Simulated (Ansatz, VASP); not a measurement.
# Cross-check of TiNb (Nb-Ti stack, (100) layers) between VASP and Ansatz, part 2 of 2

Aim: how closely do two programs agree when they are given the same cell, functional and k mesh? The cell is taken from a series of runs on this material, whose earlier steps may have relaxed, scaled, displaced or heated it; both programs get it as it stands.

VASP 6.6.1 and Ansatz 0.2.0.

So far: Set-up; VASP: zone-centre phonons, PBEsol.

## 3. Ansatz: zone-centre phonons, PBEsol

Level of this step: Ansatz beside VASP: Kohn-Sham DFT, plane waves, PBEsol (Ansatz).

Ansatz runs on its default PAW (the set named soft_2) files.

The same cell, functional, mesh and smearing now go to Ansatz, which takes its cutoff from its data sets.

Input file input.yaml:

```yaml
crystal:
  lattice:
    - [2.6403473895, 0.0, 0.0]
    - [0.0, 2.6403473895, 0.0]
    - [0.0, 0.0, 27.9332573082]
  atoms:
    - { symbol: Nb, position: [0.0, 0.0, 0.1953065443] }
    - { symbol: Ti, position: [0.5, 0.5, 0.2724738458] }
  periodic: [true, true, false]
kpoints:
  mp_grid: { grid: [6, 6, 1] }
hamiltonian:
  xc: pbesol
scf:
  occupations: { method: methfessel_paxton, width: 0.2 }
output:
  eigenvalues: true
phonons:
  method: dfpt
  qmesh: [2, 2, 1]
  temperatures: { t_max: 1000, t_step: 50 }
  qpath:
    path: [[0.0, 0.0, 0.0], [0.0, 0.5, 0.0], [0.5, 0.5, 0.0], [0.0, 0.0, 0.0]]
    npoints: 10
```

Started as:

```console
$ ansatz run input.yaml --threads 4 --pin off --max-ram 16384MiB --backend cpu --events-out ev --progress --plain --runs-dir out
```

Numbers of over 12 decimals in the logs are rounded to 6 here.

The program printed:

```text
Engine: ansatz 0.2.0, aarch64-unknown-linux-gnu
Pseudopotentials: kind: paw
Pseudopotential: Nb, paw, valence charge 13, recommended cutoff 420 eV (normal), Nb.paw.azcp
Pseudopotential: Ti, paw, valence charge 12, recommended cutoff 420 eV (normal), Ti.paw.azcp
Functional definition: PBEsol
  exchange = pbesol_x
  correlation = pbesol_c
Crystal: 2 atoms, lattice volume = 194.735 Å³
Basis set: ecut = 420 eV, 3817 PW (Γ), exchange–correlation on 36×36×384 points (8 copies of the dense FFT grid, shifted against one another)
Bands: 17, of which v1, the nominal top of the filled ones, is band 13 counted from 1 (12 counted from 0)
Symmetry: 8 space group operations
k-points: 10 of 36
Non-local potential: Nb, projectors of the file, l = 0: 3, l = 1: 2, l = 2: 2, l = 3: 1
Non-local potential: Ti, projectors of the file, l = 0: 3, l = 1: 2, l = 2: 3, l = 3: 1
PAW form: soft (Blöchl's): semilocal exchange-correlation on the pseudo side does not see the compensation charge
PAW frozen core: Nb, regenerated for the run's functional, and the local potential with it (the file was generated under x = pbe(κ = 0.804, μ = 0.219515), c = pbe(β = 0.066725))
PAW frozen core: Ti, regenerated for the run's functional, and the local potential with it (the file was generated under x = pbe(κ = 0.804, μ = 0.219515), c = pbe(β = 0.066725))
PAW one-centre angular grid: Nb, 590 points (default); XC on 64 Gauss nodes
PAW one-centre angular grid: Ti, 590 points (default); XC on 64 Gauss nodes
Initial density: superposition of atomic densities (neutral atoms: chi_scale 0, normalization atom), corrected by the library's trained network
Initial wavefunctions: pseudopotential atomic-orbital guess
Functional: x = pbesol(κ = 0.804, μ = 0.123457), c = pbesol(β = 0.046)
SCF iter   1: F=—  HF=-6967.359508 eV  |F-HF|=—  |Δ(HF+E_count)|=         —  Δρ=5.00e-3  dr2=1.96e-1  ethr=1.77e-3  ⟨swp⟩=9.8  Hψ=1266  notcnv=0
preconditioner: auto → LDOS  [metal: Δε(μ)=0.079 eV  Ē_g=3.427 eV  σ=0.200 eV  W_gap=0.33  n_scr=16 (ndim 8)  ℏωp=8.0 eV  f_vac=0.745  D(μ)=4.19/eV (n_scr^D=16)  β→1.0]
SCF iter   2: F=—  HF=-6967.347230 eV  |F-HF|=—  |Δ(HF+E_count)|=   1.23e-2  S|Δr|=    0.00e0  Δρ=2.71e-3  dr2=8.89e-2  ethr=7.85e-4  ⟨swp⟩=2.8  Hψ=346  notcnv=0  defer=2
SCF iter   3: F=—  HF=-6967.346166 eV  |F-HF|=—  |Δ(HF+E_count)|=   1.06e-3  S|Δr|=    0.00e0  Δρ=5.62e-4  dr2=3.36e-3  ethr=3.56e-4  ⟨swp⟩=2.5  Hψ=229  notcnv=0  defer=2
SCF iter   4: F=—  HF=-6967.346022 eV  |F-HF|=—  |Δ(HF+E_count)|=   1.45e-4  S|Δr|=    0.00e0  Δρ=2.74e-4  dr2=5.46e-4  ethr=1.34e-5  ⟨swp⟩=3.3  Hψ=289  notcnv=0  defer=2
SCF iter   5: F=—  HF=-6967.346003 eV  |F-HF|=—  |Δ(HF+E_count)|=   1.83e-5  S|Δr|=    0.00e0  Δρ=9.27e-5  dr2=1.15e-4  ethr=2.18e-6  ⟨swp⟩=3.7  Hψ=346  notcnv=0  defer=2
SCF iter   6: F=—  HF=-6967.346008 eV  |F-HF|=—  |Δ(HF+E_count)|=   5.04e-6  S|Δr|=    0.00e0  Δρ=4.35e-5  dr2=9.22e-6  ethr=4.59e-7  ⟨swp⟩=2.5  Hψ=237  notcnv=0  defer=2
SCF iter   7: F=—  HF=-6967.346014 eV  |F-HF|=—  |Δ(HF+E_count)|=   5.71e-6  S|Δr|=    0.00e0  Δρ=1.86e-5  dr2=1.98e-6  ethr=3.69e-8  ⟨swp⟩=3.2  Hψ=323  notcnv=0  defer=2
SCF iter   8: F=—  HF=-6967.346013 eV  |F-HF|=—  |Δ(HF+E_count)|=   9.16e-7  S|Δr|=    0.00e0  Δρ=5.44e-6  dr2=4.45e-7  ethr=7.94e-9  ⟨swp⟩=3.3  Hψ=316  notcnv=0
SCF iter   9: F=—  HF=-6967.346013 eV  |F-HF|=—  |Δ(HF+E_count)|=   4.09e-8  S|Δr|=    0.00e0  Δρ=2.28e-6  dr2=4.88e-8  ethr=1.78e-9  ⟨swp⟩=2.0  Hψ=223  notcnv=0
SCF iter  10: F=—  HF=-6967.346013 eV  |F-HF|=—  |Δ(HF+E_count)|=   2.07e-8  S|Δr|=    0.00e0  Δρ=8.75e-7  dr2=1.87e-9  ethr=1.95e-10  ⟨swp⟩=3.0  Hψ=317  notcnv=0
SCF iter  11: F=—  HF=-6967.346013 eV  |F-HF|=—  |Δ(HF+E_count)|=   5.39e-9  S|Δr|=    0.00e0  Δρ=1.77e-7  dr2=7.99e-11  ethr=7.49e-12  ⟨swp⟩=3.4  Hψ=332  notcnv=0
SCF iter  12: F=—  HF=-6967.346013 eV  |F-HF|=—  |Δ(HF+E_count)|=   1.70e-9  S|Δr|=    0.00e0  Δρ=7.07e-8  dr2=1.32e-11  ethr=1.00e-12  ⟨swp⟩=16.4  Hψ=1400  notcnv=0
SCF iter  13: F=-6967.346013 eV  HF=-6967.346013 eV  |F-HF|=3.09e-11  |Δ(HF+E_count)|=  1.80e-10  S|Δr|=    0.00e0  Δρ=2.91e-8  dr2=1.27e-12  ethr=1.00e-12  ⟨swp⟩=8.6  Hψ=917  notcnv=0
SCF 1 converged in 13 iterations: F = -6967.346013 eV  dr2 = 1.27e-12
  greatest PAW one-centre occupation: 0.999 electrons in one spin orbital (limit 2), on the Ti atom at site 1 (counted from 0), in its partial waves of l = 0
phonons: the bands overlap, so this run is a metal and interpolates without the dipole-dipole term. If the crystal is really an insulator or semiconductor, its LO-TO splitting is missing
NSCF: frozen V_eff on 10 k-points
WARN: eigensolver did not converge in 3 slots of this pass, the one above among them; of largest residual over every band (k=2): 1 band(s) unlocked (lowest unlocked band 16, counted from 0; max residual 6.75e-5 eV among the unlocked bands, 6.75e-5 eV over every band); of lowest unlocked band (k=2): band 16
NSCF: frozen V_eff on 16 k-points
DFPT response loops at q = (0, 0, 0) (fractional): preconditioner auto → none (partly filled bands, converged f_vac=0.745); β = 0.50; Broyden in place of MSR1
NSCF: frozen V_eff on 32 k-points
DFPT response loops at q = (0, -0.5, 0) (fractional): mixed as the last ones told, above
NSCF: frozen V_eff on 32 k-points
DFPT response loops at q = (-0.5, -0.5, 0) (fractional): mixed as the last ones told, above
SCF converged after 13 iterations
Stability not checked: this state was not tested for a lower state beside it, because cold or Methfessel-Paxton smearing, or corrected tetrahedra, fill the levels in a way that the test cannot read (fill_not_monotonic; see scf.lower_state_search)
Free energy (F): -6967.346013 eV
Harris-Foulkes:  -6967.346013 eV  (|F-HF|=3.09e-11)
Internal energy: -6967.340240 eV  (E = F + TS)
E sigma→0 (E₀):  -6967.344570 eV
Entropy (-TS):   -0.005774 eV (-2.887 meV/atom)
Fermi energy:    -4.420751 eV
--- Per-component energies (eV) ---
  E_band       = -728.962132
  E_kinetic    = 670.291351
  E_local      = -47222.587137  (includes V_loc(G=0)·N_el)
  E_nonlocal   = 134.580988
  E_hartree    = 23151.780080
  E_xc         = -270.348945
  E_vxc        = -332.938229  (∫ρ·V_xc dr)
  E_paw        = -4041.857716  (= ΣΔE_a)
  E_vpaw       = -281.869377  (= ΣTr[D̂ρ^β])
  E_aug_tail   = 0.000118  (compensation charges beyond the density's cutoff)
  E_ewald      = 20610.472930
  E_core_change = 0.328093  (= ΣΔE_core)
  E_smearing   = -0.005774  (= −TS)
  E_closure    = -0.000000  (closes the sum)
  Σ components = -6967.346013   (vs F -6967.346013, Δ=0.00e0)
--- Band table (eV; the first three rows and the last of 10) ---
  k-point 0: bands = [... 9 lower, -8.2738, -7.5040, -5.4066, -5.2855, -4.3825, -3.2388, -2.4617, -2.4617]
  k-point 1: bands = [... 9 lower, -7.6878, -6.5324, -5.4014, -4.9703, -4.1980, -3.8388, -2.6987, -2.3508]
  k-point 2: bands = [... 9 lower, -7.0789, -5.9107, -5.0774, -4.3987, -4.1258, -2.4257, -2.2466, -2.1172]
  k-point 9: bands = [... 9 lower, -7.0926, -6.4720, -6.4720, -2.9432, -2.9432, -1.9086, -1.1829, 0.5177]
--- Phonons (Γ-DFPT): 4 representative perturbations + reference (Σ response iterations 22) ---
  ASR residual: 6.012e-5 → 0.000e0 eV/Å²; symmetrization residual: 2.253e-5 eV/Å²
  ASR residual per site (eV/Å²): 6.01e-5 2.14e-5
  Γ frequencies (cm⁻¹): 0.00 0.00 0.00 104.45 104.45 248.28
--- Phonons (arbitrary-q DFPT): 3 irreducible q on the 2×2×1 mesh ---
  q = [0.0000, 0.0000, 0.0000] (star 1, of the zone-centre solve; hermiticity 6.29e-6, symmetrization 2.29e-12): -0.00 -0.00 0.00 104.45 104.45 248.28
  q = [0.0000, -0.5000, 0.0000] (star 2, 6 solved perturbations on 16 of 36 k-point pairs; hermiticity 3.64e-7, symmetrization 1.84e-9): -49.96 43.69 130.95 193.30 268.10 285.96
  q = [-0.5000, -0.5000, 0.0000] (star 1, 4 solved perturbations in 52 linear systems a pass and spin channel, the states on 16 of 36 k-point pairs; hermiticity 1.55e-7, symmetrization 1.17e-9): 186.35 189.70 230.36 230.36 312.95 312.95
  sum rule: each row above includes the acoustic sum rule's correction from the zone centre's row sums; it moved no ω² by more than (0.42 cm⁻¹)²
  mesh force constants: q→R imaginary residual 1.12e-17; ASR residual 6.012e-5 → 0.000e0 eV/Å²; symmetrization residual 7.105e-15 eV/Å²
  interpolated dispersion: 31 rows × 6 modes
  density of states and harmonic sums: on the 24×24×1 q-mesh, interpolated from the force constants of a 2×2×1 supercell (no non-analytic term)
  largest difference from the sums on the solved wave vectors: F 1.70e-1 eV, S 2.60e-4 and C_V 9.02e-5 eV/K
  zero-point energy: 0.064642 eV/cell   skipped modes (ω ≤ 0): 25, of them read as no rigid motion or as one in doubt: 22 (1.979e-1 modes/cell left out, lowest -49.96 cm⁻¹)   left out of the sums: 3.39e-2 of the cell's modes: C_V's classical limit lies that fraction below 3 k_B per atom; for a crystal, a wire or a layer, F and S can be off by more, and a phonons.interpolated_qmesh denser along its periods is the remedy for the sampling
```

The column dr2 measures how far the density is from self-consistency, as an energy; F and HF (Harris–Foulkes) agree once it is small.

## 4. Differences

Known differences besides the potentials themselves: Ansatz cuts the interaction across the vacuum, VASP repeats the sheet without a dipole correction; VASP's run holds the zone centre alone; the cutoff is 420 eV in Ansatz and 500 eV in VASP; Ansatz makes its cores anew for this functional, VASP keeps those of its PBE data sets. Total energies have different zeros and are not compared.

The two programs side by side:

| quantity | Ansatz | VASP | difference |
| --- | --- | --- | --- |
| optical mode 1 to 2 (cm⁻¹) | 104.5 | 103.1 | +1.35 % |
| optical mode 3 (cm⁻¹) | 248.3 | 247.7 | +0.22 % |

Modes are paired by rising frequency, not by their patterns, so a pair may set unlike modes beside each other; they are those without the splitting of longitudinal modes. Where the cell holds vacuum, a pressure given here is an average over it and none of the material.

## 5. Outcome

```yaml
r_m_s_difference_of_the_optical_zone_centre_modes_each_program_s_sorted_by_frequency_zone_centre_phonons_pbesol: 1.2 cm⁻¹
difference_in_optical_mode_1_to_2_zone_centre_phonons_pbesol: +1.3 %
```

**Reading.** The r.m.s. difference of the optical zone-centre modes, each program's sorted by frequency is 1.2 cm⁻¹ (zone-centre phonons, PBEsol). Among the rows given in per cent, the largest difference of the zone-centre phonons, PBEsol pair is in optical mode 1 to 2, +1.3 %. Such differences can come from data sets, numerical settings and the points named under the comparisons, not from the functional's error against experiment.

[Lines on the potential files, build, host, timing and source positions are cut from VASP's logs without a mark.]

[Logs are printed without paths, hosts, clocks, repeated set-up lines and the standing remarks that a program may print on its own settings, such as how far it seeks lower states.]

[Hosts, paths, dates, database ids (printed as entryN), source tags and the programs' standing remarks are cut or masked in the printed files.]
